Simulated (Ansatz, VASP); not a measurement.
Given: the input of a run of VASP 6.6.1 on Ag.

File INCAR:

```
SYSTEM = Ag
  PREC = Accurate
  ENCUT = 520
  EDIFF = 1E-6
  ISMEAR = 0
  SIGMA = 0.012
  LREAL = .False.
  LASPH = .True.
  NELM = 60
  ALGO = Fast
  ISIF = 2
  LWAVE = .False.
  LCHARG = .True.
  GGA = PE
  LELF = .True.
  LVHAR = .True.
  NBANDS = 12
```

KPOINTS

```
regular mesh
0
Gamma
  11 11 11
  0 0 0
```

POSCAR

```
Ag
1.0
    0.0000000000      2.0427500000      2.0427500000
    2.0427500000      0.0000000000      2.0427500000
    2.0427500000      2.0427500000      0.0000000000
Ag
1
Direct
    0.0000000000      0.0000000000      0.0000000000
```

Potentials or basis: VASP PAW PBE potentials, release 64 (Ag).

Command:

```console
$ cat potpaw_PBE.64/Ag/POTCAR > POTCAR
$ mpirun -np 1 vasp_std > vasp.out
```

Task: Set up the same calculation for Ansatz 0.2.0. Potentials there: Ansatz PAW.

Result: As run (the cutoff follows the program's own potentials):

Contents of input.yaml:

```yaml
crystal:
  lattice:
    - [0.0, 2.04275, 2.04275]
    - [2.04275, 0.0, 2.04275]
    - [2.04275, 2.04275, 0.0]
  atoms:
    - { symbol: Ag, position: [0.0, 0.0, 0.0] }
hamiltonian:
  xc: pbe
  pseudopotentials: { kind: paw }
kpoints:
  mp_grid: { grid: [11, 11, 11] }
scf:
  occupations: { method: gaussian, width: 0.012 }
output:
  forces: true
  stress: true
  eigenvalues: true
```

Potentials or basis: Ansatz PAW.

Launch:

```console
$ ansatz run input.yaml --threads 2 --pin off --max-ram 5632MiB --backend cpu --events-out ev --progress --plain --runs-dir out
```

Both were run:

|  | VASP | Ansatz | Ansatz less VASP |
| --- | --- | --- | --- |
| gap on the k mesh at the Fermi level (eV) | none | none | - |
| pressure (GPa) | 4.2 | 4.3 | +0.10 |

A gap of «none» marks a metal or a gap that the smearing closes. The two sets of potentials don't hold the same shells in valence.
